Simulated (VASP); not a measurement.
**HfO2 from a squeezed to a stretched cell**

Aim: follow HfO2 from a squeezed to a stretched cell. The starting structure is a computed structure from the Materials Project. All runs use LDA. The equilibrium cell comes from relaxations that aren't shown. At each volume, shape and positions are relaxed as far as symmetry leaves them free.

Main program and level: VASP 6.6.1; Kohn-Sham DFT with plane waves and PAW; LDA.

### Step 1. The structure

It takes space group Pca2_1 (No. 29, orthorhombic). The conventional cell has a = 5.219 Å, b = 5.005 Å, c = 5.033 Å, α = 90.00°, β = 90.00°, γ = 90.00°. Nearest to Hf lie 7 O at 2.02 to 2.23 Å. O has 3 Hf at 2.02 to 2.13 Å nearest. Nearest to O lie 4 Hf at 2.11 to 2.23 Å. Farther neighbours and most contacts between anions are not listed.

Structure file:

```cif
data_structure
_symmetry_space_group_name_H-M 'Pca2_1'
_symmetry_Int_Tables_number 29
_cell_length_a 5.2195
_cell_length_b 5.0048
_cell_length_c 5.0327
_cell_angle_alpha 90.000
_cell_angle_beta 90.000
_cell_angle_gamma 90.000
_cell_volume 131.46
loop_
_atom_site_label
_atom_site_type_symbol
_atom_site_symmetry_multiplicity
_atom_site_Wyckoff_symbol
_atom_site_fract_x
_atom_site_fract_y
_atom_site_fract_z
_atom_site_occupancy
Hf1 Hf 4 a 0.03301 0.26748 0.24144 1
O1 O 4 a 0.36787 0.07135 0.37927 1
O2 O 4 a 0.73395 0.46012 0.49229 1
```

### Step 2. Relaxation at the equilibrium volume

File INCAR:

```
SYSTEM = HfO2
PREC = Accurate
ENCUT = 560
EDIFF = 1E-07
NELM = 100
ISMEAR = 0
SIGMA = 0.03
LREAL = .FALSE.
ALGO = Normal
GGA = CA
NBANDS = 56
LASPH = .TRUE.
LORBIT = 11
LWAVE = .FALSE.
LCHARG = .FALSE.
KPAR = 8
NCORE = 2
IBRION = 2
NSW = 50
ISIF = 4
EDIFFG = -0.003
```

File POSCAR:

```
HfO2
1.0
    5.1627133405      0.0000000000      0.0000000000
    0.0000000000      4.9608645908      0.0000000000
    0.0000000000      0.0000000000      4.9797839651
Hf O
4 8
Direct
    0.0331695747      0.2683024255      0.2429329501
    0.4668304253      0.2683024255      0.7429329501
    0.5331695747      0.7316975745      0.2429329501
    0.9668304253      0.7316975745      0.7429329501
    0.3686714783      0.0731497005      0.3789091153
    0.1313285217      0.0731497005      0.8789091153
    0.7362279485      0.4584210246      0.4911579346
    0.7637720515      0.4584210246      0.9911579346
    0.2637720515      0.5415789754      0.9911579346
    0.2362279485      0.5415789754      0.4911579346
    0.8686714783      0.9268502995      0.3789091153
    0.6313285217      0.9268502995      0.8789091153
```

File KPOINTS:

```
Automatic mesh
0
Gamma
4 4 4
0 0 0
```

Potentials, in the order of the species: Hf_pv and O (LDA family, release 64).

Run with:

```sh
> mpirun -np 16 vasp_std
```

Output:

```text
[banner, memory and clock lines left out]
running   16 mpi-ranks, on    1 nodes
 distrk:  each k-point on    2 cores,    8 groups
 distr:  one band on    2 cores,    1 groups

 POSCAR found type information on POSCAR HfO
 POSCAR found :  2 types and      12 ions
 LDA part: xc-table for (Slater(with rela. corr.)+CA(PZ))
 , standard interpolation
 POSCAR, INCAR and KPOINTS ok, starting setup
 FFT: planning ... GRIDC
 FFT: planning ... GRID_SOFT
 FFT: planning ... GRID
 WAVECAR not read
 entering main loop
       N       E                     dE             d eps       ncg     rms          rms(c)
DAV:   1     0.562177002338E+03    0.56218E+03   -0.52975E+04  3024   0.168E+03
DAV:   2    -0.119625831245E+03   -0.68180E+03   -0.66266E+03  3760   0.420E+02
DAV:   3    -0.153471479302E+03   -0.33846E+02   -0.33703E+02  3568   0.843E+01
DAV:   4    -0.153884662943E+03   -0.41318E+00   -0.41252E+00  3776   0.101E+01
DAV:   5    -0.153890378601E+03   -0.57157E-02   -0.57141E-02  3592   0.110E+00    0.119E+02
DAV:   6    -0.133424412607E+03    0.20466E+02   -0.10523E+02  3416   0.414E+01    0.978E+01
DAV:   7    -0.132892028285E+03    0.53238E+00   -0.54655E+00  3696   0.114E+01    0.518E+01
DAV:   8    -0.132801259407E+03    0.90769E-01   -0.34468E-01  3504   0.315E+00    0.890E+00
DAV:   9    -0.132771836908E+03    0.29422E-01   -0.12149E-01  3448   0.177E+00    0.433E+00
DAV:  10    -0.132769446576E+03    0.23903E-02   -0.10140E-02  3688   0.484E-01    0.587E-01
DAV:  11    -0.132769514943E+03   -0.68367E-04   -0.94544E-04  3648   0.158E-01    0.111E-01
DAV:  12    -0.132769513438E+03    0.15050E-05   -0.14324E-04  3560   0.579E-02    0.706E-02
DAV:  13    -0.132769510209E+03    0.32289E-05   -0.32506E-05  3552   0.251E-02    0.946E-03
DAV:  14    -0.132769509934E+03    0.27540E-06   -0.32016E-06  3712   0.942E-03    0.260E-02
DAV:  15    -0.132769509981E+03   -0.47356E-07   -0.63245E-07  3248   0.367E-03
   1 F= -.13276951E+03 E0= -.13276951E+03  d E =-.132770E+03
 curvature:   0.00 expect dE= 0.000E+00 dE for cont linesearch  0.000E+00
 trial: gam= 0.00000 g(F)=  0.183E-05 g(S)=  0.393E-06 ort = 0.000E+00 (trialstep = 0.100E+01)
 search vector abs. value=  0.222E-05
 reached required accuracy - stopping structural energy minimisation
```

Wall time 19 s (16 MPI ranks of AMD EPYC 7R43, shared host); peak memory 3.2 GiB; 4.1 min of CPU time.

Lines that name or quote the potential files are left out of all logs, and their timing lines are given in words.

From OUTCAR (step 2):

```text
ion  position               nearest neighbor table
   1  0.033  0.268  0.243-  11 2.01   8 2.10   5 2.10  10 2.11   6 2.12   7 2.18   9 2.20   2 3.35
                             2 3.35   4 3.41   4 3.41   3 3.46   3 3.46   4 3.66   4 3.66   3 3.71
   2  0.467  0.268  0.743-  12 2.01   7 2.10   6 2.10   9 2.11   5 2.12   8 2.18  10 2.20   1 3.35
                             1 3.35   3 3.41   3 3.41   4 3.46   4 3.46   3 3.66   3 3.66   4 3.71
   3  0.533  0.732  0.243-   5 2.01   9 2.10  11 2.10   7 2.11  12 2.12  10 2.18   8 2.20   4 3.35
                             4 3.35   2 3.41   2 3.41   1 3.46   1 3.46   2 3.66   2 3.66   1 3.71
   4  0.967  0.732  0.743-   6 2.01  10 2.10  12 2.10   8 2.11  11 2.12   9 2.18   7 2.20   3 3.35
                             3 3.35   1 3.41   1 3.41   2 3.46   2 3.46   1 3.66   1 3.66   2 3.71
   5  0.369  0.073  0.379-   3 2.01   1 2.10   2 2.12
   6  0.131  0.073  0.879-   4 2.01   2 2.10   1 2.12
   7  0.736  0.458  0.491-   2 2.10   3 2.11   1 2.18   4 2.20
   8  0.764  0.458  0.991-   1 2.10   4 2.11   2 2.18   3 2.20
   9  0.264  0.542  0.991-   3 2.10   2 2.11   4 2.18   1 2.20
  10  0.236  0.542  0.491-   4 2.10   1 2.11   3 2.18   2 2.20
  11  0.869  0.927  0.379-   1 2.01   3 2.10   4 2.12
  12  0.631  0.927  0.879-   2 2.01   4 2.10   3 2.12

  LATTYP: Found a simple orthorhombic cell.
 ALAT       =     4.9608645908
 B/A-ratio  =     1.0038137252
 C/A-ratio  =     1.0406882200

 Subroutine GETGRP returns: Found  4 space group operations
 (whereof  1 operations were pure point group operations)

The static configuration has the point symmetry C_1 .
 The point group associated with its full space group is C_2v.

 Found     27 irreducible k-points:

   k-points           NKPTS =     27   k-points in BZ     NKDIM =     27   number of bands    NBANDS=     56

   dimension x,y,z NGX =    40 NGY =   40 NGZ =   40
   dimension x,y,z NGXF=    80 NGYF=   80 NGZF=   80

   ENCUT  =  560.0 eV  41.16 Ry    6.42 a.u.   9.96  9.57  9.61*2*pi/ulx,y,z

   NELECT =      88.0000    total number of electrons

 k-points in reciprocal lattice and weights: Automatic mesh
   0.00000000  0.00000000  0.00000000       0.016
   0.25000000  0.00000000  0.00000000       0.031
   0.50000000  0.00000000  0.00000000       0.016
   0.00000000  0.25000000  0.00000000       0.031
   0.25000000  0.25000000  0.00000000       0.062
   0.50000000  0.25000000  0.00000000       0.031
   0.00000000  0.50000000  0.00000000       0.016
   0.25000000  0.50000000  0.00000000       0.031
   0.50000000  0.50000000  0.00000000       0.016
[...]
0.25000000  0.50000000  0.50000000       0.031
   0.50000000  0.50000000  0.50000000       0.016

 average (electrostatic) potential at core
       1 -37.1926       2 -37.1926       3 -37.1926       4 -37.1926       5 -70.5607
       6 -70.5607       7 -71.0282       8 -71.0282       9 -71.0282      10 -71.0282
      11 -70.5607      12 -70.5607

 E-fermi :   3.8722

 k-point     1 :       0.0000    0.0000    0.0000
  band No.  band energies     occupation
    ...
     40       2.6438      2.00000
     41       2.8922      2.00000
     42       3.4431      2.00000
     43       3.5728      2.00000
     44       3.6497      2.00000
     45       8.5119      0.00000
     46       8.7824      0.00000
     47       8.8949      0.00000
     48       9.3817      0.00000
     49       9.5041      0.00000
    ...

 k-point     2 :       0.2500    0.0000    0.0000
  band No.  band energies     occupation
    ...
     40       2.8506      2.00000
     41       2.9977      2.00000
     42       3.0715      2.00000
     43       3.3427      2.00000
     44       3.3538      2.00000
     45       8.6155      0.00000
     46       8.8048      0.00000
     47       9.0603      0.00000
     48       9.3266      0.00000
     49       9.4503      0.00000
    ...

 k-point     3 :       0.5000    0.0000    0.0000
  band No.  band energies     occupation
    ...
     40       2.8747      2.00000
     41       2.9457      2.00000
     42       2.9457      2.00000
     43       3.2194      2.00000
     44       3.2194      2.00000
     45       8.7881      0.00000
     46       8.7881      0.00000
     47       9.2653      0.00000
     48       9.2653      0.00000
     49       9.4315      0.00000
    ...

  Total       -0.0046135      0.0034441     -0.0104834      0.0000000      0.0000000      0.0000000
  in kB       -0.0579554      0.0432649     -0.1316948      0.0000000      0.0000000      0.0000000
  external PRESSURE =      -0.0487951 kB  Pullay stress =       0.0000000 kB

  energy-cutoff  :      560.00
  volume of cell :      127.54
      direct lattice vectors                 reciprocal lattice vectors
     5.162713340  0.000000000  0.000000000     0.193696596  0.000000000  0.000000000
     0.000000000  4.960864591  0.000000000     0.000000000  0.201577766  0.000000000
     0.000000000  0.000000000  4.979783965     0.000000000  0.000000000  0.200811924

 POSITION                                       TOTAL-FORCE (eV/Angst)
 -----------------------------------------------------------------------------------
      0.17125      1.33101      1.20975         0.001921     -0.000391     -0.000409
      2.41011      1.33101      3.69965        -0.001921     -0.000391     -0.000409
      2.75260      3.62985      1.20975         0.001921      0.000391     -0.000409
      4.99147      3.62985      3.69965        -0.001921      0.000391     -0.000409
      1.90335      0.36289      1.88689         0.002151     -0.000751      0.000232
      0.67801      0.36289      4.37678        -0.002151     -0.000751      0.000232
      3.80093      2.27416      2.44586         0.000161     -0.000424      0.000177
      3.94314      2.27416      4.93575        -0.000161     -0.000424      0.000177
      1.36178      2.68670      4.93575        -0.000161      0.000424      0.000177
      1.21958      2.68670      2.44586         0.000161      0.000424      0.000177
      4.48470      4.59798      1.88689         0.002151      0.000751      0.000232
      3.25937      4.59798      4.37678        -0.002151      0.000751      0.000232
 -----------------------------------------------------------------------------------
    total drift:                                0.000000      0.000000      0.000660

  FREE ENERGIE OF THE ION-ELECTRON SYSTEM (eV)
  ---------------------------------------------------
  free  energy   TOTEN  =      -132.7695099809 eV

  energy  without entropy=     -132.7695099809  energy(sigma->0) =     -132.76950998

 reached required accuracy - stopping structural energy minimisation

 total charge
# of ion       s       p       d       tot
------------------------------------------
    1        0.329   6.688   1.565   8.583
    2        0.329   6.688   1.565   8.583
    3        0.329   6.688   1.565   8.583
    4        0.329   6.688   1.565   8.583
    5        1.550   3.544   0.000   5.094
    6        1.550   3.544   0.000   5.094
    7        1.548   3.562   0.000   5.110
    8        1.548   3.562   0.000   5.110
    9        1.548   3.562   0.000   5.110
   10        1.548   3.562   0.000   5.110
   11        1.550   3.544   0.000   5.094
   12        1.550   3.544   0.000   5.094
--------------------------------------------------
tot         13.708  55.176   6.261  75.145

[... 3 further parts left out ...]
```

The run keeps the 4 symmetry operations of its start, so it cannot find a distortion of lower symmetry.

The equilibrium volume: 10.628 Å³ an atom and a pressure of 0.00 GPa, and 4.353 eV of gap on the mesh. Further runs on this cell, not shown, give the modes B2 (8) 751.7, B1 (8) 707.4, A1 (1) 126.9 cm⁻¹.

### Step 3. Relaxation at 0.96 of the equilibrium volume

INCAR is that of step 2.

Changes to POSCAR since step 2:

```diff
@@ -2,5 +2,5 @@
 1.0
-    5.1627133405      0.0000000000      0.0000000000
-    0.0000000000      4.9608645908      0.0000000000
-    0.0000000000      0.0000000000      4.9797839651
+    5.0929383907      0.0000000000      0.0000000000
+    0.0000000000      4.8938176612      0.0000000000
+    0.0000000000      0.0000000000      4.9124813369
 Hf O
```

KPOINTS is that of step 2.

Run with:

```sh
> mpirun -np 16 vasp_std
```

Output:

```text
[... set-up lines as in an earlier step ...]
 entering main loop
       N       E                     dE             d eps       ncg     rms          rms(c)
DAV:   1     0.567693883591E+03    0.56769E+03   -0.53104E+04  3024   0.169E+03
DAV:   2    -0.119750207877E+03   -0.68744E+03   -0.66859E+03  3744   0.424E+02
DAV:   3    -0.153104755297E+03   -0.33355E+02   -0.33227E+02  3640   0.842E+01
DAV:   4    -0.153471370029E+03   -0.36661E+00   -0.36616E+00  3720   0.969E+00
[...]
DAV:  13    -0.132564249256E+03    0.43200E-05   -0.29984E-05  3536   0.250E-02    0.767E-03
DAV:  14    -0.132564249121E+03    0.13520E-06   -0.27145E-06  3760   0.841E-03    0.265E-02
DAV:  15    -0.132564249154E+03   -0.33850E-07   -0.29197E-07  2752   0.263E-03
   1 F= -.13256425E+03 E0= -.13256425E+03  d E =-.132564E+03
[... from here on, the cycles between the ionic steps are left out ...]
   2 F= -.13257043E+03 E0= -.13257043E+03  d E =-.618112E-02
   3 F= -.13257048E+03 E0= -.13257048E+03  d E =-.623521E-02
   4 F= -.13257563E+03 E0= -.13257563E+03  d E =-.514796E-02
   5 F= -.13257635E+03 E0= -.13257635E+03  d E =-.586845E-02
   6 F= -.13258000E+03 E0= -.13258000E+03  d E =-.364571E-02
   7 F= -.13258266E+03 E0= -.13258266E+03  d E =-.631166E-02
   8 F= -.13258305E+03 E0= -.13258305E+03  d E =-.669387E-02
   9 F= -.13258575E+03 E0= -.13258575E+03  d E =-.269924E-02
  10 F= -.13259018E+03 E0= -.13259018E+03  d E =-.712895E-02
  11 F= -.13259041E+03 E0= -.13259041E+03  d E =-.736126E-02
  12 F= -.13259163E+03 E0= -.13259163E+03  d E =-.121752E-02
  13 F= -.13259164E+03 E0= -.13259164E+03  d E =-.122962E-02
  14 F= -.13259250E+03 E0= -.13259250E+03  d E =-.859354E-03
  15 F= -.13259279E+03 E0= -.13259279E+03  d E =-.115258E-02
  16 F= -.13259280E+03 E0= -.13259280E+03  d E =-.115806E-02
  17 F= -.13259301E+03 E0= -.13259301E+03  d E =-.213665E-03
  18 F= -.13259305E+03 E0= -.13259305E+03  d E =-.256020E-03
  19 F= -.13259307E+03 E0= -.13259307E+03  d E =-.165402E-04
 trial-energy change:   -0.000017  1 .order   -0.000016   -0.000029   -0.000004
 step:   1.0780(harm=  1.0780)  dis= 0.00037  next Energy=  -132.593068 (dE=-0.166E-04)
 reached required accuracy - stopping structural energy minimisation
```

It took 2.3 min on 16 MPI ranks; peak memory 3.9 GiB.

From OUTCAR (step 3):

```text
  Total        8.1407845      8.1426065      8.1363161      0.0000000      0.0000000      0.0000000
  in kB      106.5270064    106.5508480    106.4685340      0.0000000      0.0000000      0.0000000
  external PRESSURE =     106.5154628 kB  Pullay stress =       0.0000000 kB

 POSITION                                       TOTAL-FORCE (eV/Angst)
 -----------------------------------------------------------------------------------
      0.17287      1.32098      1.21081         0.001440     -0.001235     -0.000187
      2.38124      1.32098      3.65865        -0.001440     -0.001235     -0.000187
      2.72698      3.57494      1.21081         0.001440      0.001235     -0.000187
      4.93535      3.57494      3.65865        -0.001440      0.001235     -0.000187
      1.92306      0.40060      1.80966         0.002683      0.000615      0.000662
      0.63104      0.40060      4.25750        -0.002683      0.000615      0.000662
      3.78720      2.21917      2.42843         0.001178      0.001995     -0.000475
      3.87513      2.21917      4.87627        -0.001178      0.001995     -0.000475
      1.32102      2.67675      4.87627        -0.001178     -0.001995     -0.000475
      1.23309      2.67675      2.42843         0.001178     -0.001995     -0.000475
      4.47717      4.49532      1.80966         0.002683     -0.000615      0.000662
      3.18515      4.49532      4.25750        -0.002683     -0.000615      0.000662
 -----------------------------------------------------------------------------------
    total drift:                               -0.000000      0.000000     -0.001842

  FREE ENERGIE OF THE ION-ELECTRON SYSTEM (eV)
  ---------------------------------------------------
  free  energy   TOTEN  =      -132.5930681798 eV

  energy  without entropy=     -132.5930681798  energy(sigma->0) =     -132.59306818

[... 2 parts as in an earlier step ...]

[... 2 further parts left out ...]
[key lines of the parts left out:]
E-fermi :   4.0939
```

Logs of long relaxations may skip ionic steps without a mark.

0.96 of the equilibrium volume: 10.203 Å³ an atom and a pressure of 10.65 GPa, and 4.528 eV of gap on the mesh. Further runs on this cell, not shown, give the modes B2 (8) 785.5, B1 (8) 747.4, A1 (1) 140.8 cm⁻¹.

[end of part 1 of 3]

[Lines on the potential files, build, host, timing and source positions are cut from VASP's logs without a mark.]

[Logs are printed without paths, hosts, clocks, repeated set-up lines and the standing remarks that a program may print on its own settings, such as how far it seeks lower states.]

[Hosts, paths, dates, database ids (printed as entryN), source tags and the programs' standing remarks are cut or masked in the printed files.]
